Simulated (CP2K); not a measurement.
# TiC under changes of volume

One of the cells (10.158 Å³/atom); the others are scaled copies at fixed shape and fractional positions:

```
Ti C
1.0
     3.06279    0.00000    0.00000
     1.53139    2.65245    0.00000
     1.53139    0.88415    2.50076
Ti C
1 1
Direct
  0.00000 0.00000 0.00000
  0.50000 0.50000 0.50000
```

The cell is a database's computed one.

- Program: CP2K 2026.2
- Functional: r2SCAN
- Potentials or basis: POTENTIAL_UZH Ti GTH-SCAN-q12, C GTH-SCAN-q4; TZVP-MOLOPT-SCAN-GTH basis
- Density cutoff: 9184 eV
- k mesh: 11 × 11 × 11
- Occupations: fermi-dirac, width 0.05 eV
- Spin: no spin polarisation

| volume (Å³/atom) | energy over the lowest point (meV/atom) | pressure (GPa) |
| --- | --- | --- |
| 9.548 | 34.74 | 18.8 |
| 9.752 | 15.24 | 12.1 |
| 9.955 | 3.92 | 5.9 |
| 10.158 | 0.00 | 0.4 |
| 10.361 | 3.73 | -4.5 |
| 10.564 | ? | ? |
| 10.767 | 26.44 | -13.1 |

What does the run at 10.564 Å³/atom give?

Energy over the lowest point 12.38 meV/atom; pressure -9.0 GPa.

Worked out: A Birch-Murnaghan fit of order 3 (a polynomial in V^(-2/3)) to the other rows has its minimum at 10.16 Å³/atom with B0 = V·E''(V) = 262 GPa and B' = 5.3. It gives 12.38 meV/atom at 10.564 Å³/atom, against the run's 12.38, and -dE/dV = -9.2 GPa, against -9.0.

Energies are extrapolated to zero smearing.

Caveats: the basis of atomic orbitals isn't converged, which shifts pressures, moduli and gaps.
